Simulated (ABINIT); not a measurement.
Runs of ABINIT 10.8.3 (patched build) on CdS (Hawleyite). The structure is cubic, space group F-43m (No. 216). Conventional cell: a = 5.833 Å, b = 5.833 Å, c = 5.833 Å, α = 90.00°, β = 90.00°, γ = 90.00°. Around Cd (site symmetry -43m) lie 4 S at 2.53 Å. S (site symmetry -43m) has 4 Cd at 2.53 Å as nearest neighbours. 

```tsv
cell	gap on the mesh (eV)	pressure (GPa)
relaxed to 5 GPa	1.19	5.0
relaxed to 20 GPa	(a)	20.0
relaxed to 10 GPa	1.30	10.0
relaxed to 30 GPa	(b)	30.0
relaxed	1.02	0.0
```

Alike in all rows: task relaxation of cell and atoms; level PBE; potentials or basis JTH PAW PBE v2.0; no spin polarisation; k mesh 8 × 8 × 8; cutoff (eV) 599; smearing fermi-dirac 0.05 eV.

**Question.** Fill in the values left out.

**Answer.** (a) 1.46; (b) 1.56.

Caveats: the atomic spheres overlap (some runs).

A k mesh can miss the band edges, and the runs leave out spin-orbit coupling on Cd.
